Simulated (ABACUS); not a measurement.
**Sc in ABACUS: the effect of functional**

The system is Sc.

```
CELL_PARAMETERS angstrom
3.33091 0.00000 0.00000
-1.66546 2.88466 0.00000
0.00000 0.00000 5.30822
ATOMIC_POSITIONS crystal
Sc 0.66667 0.33333 0.75000
Sc 0.33333 0.66667 0.25000
```

The cell isn't the ideal one: volume scaled by 1.02.

Alike in all runs:

```yaml
Program: ABACUS 3.10.1
Task: equation of state
Potentials_or_basis: SG15 ONCV 1.2 PBE
Cutoff: 1075 eV
Density_cutoff: 4299 eV
Basis: plane waves
k_mesh: 6 × 6 × 4
Occupations: fermi-dirac, width 0.05 eV
Spin: no spin polarisation
```

Problem. One run gave: pressure -1.1 GPa. Which functional did it use?
A. revPBE
B. r2SCAN
C. TPSS
D. PBEsol
E. LDA

Solution. B.

```tsv
functional	pressure (GPa)
LDA	-6.1
PBEsol	-3.7
RPBE	0.3
revPBE	-0.2
TPSS	-1.9
r2SCAN	-1.1
```

Caveats: all runs use coarse meshes; the potentials were made for another functional, which shifts forces and pressure.

Runs at the PBE level aren't shown here.
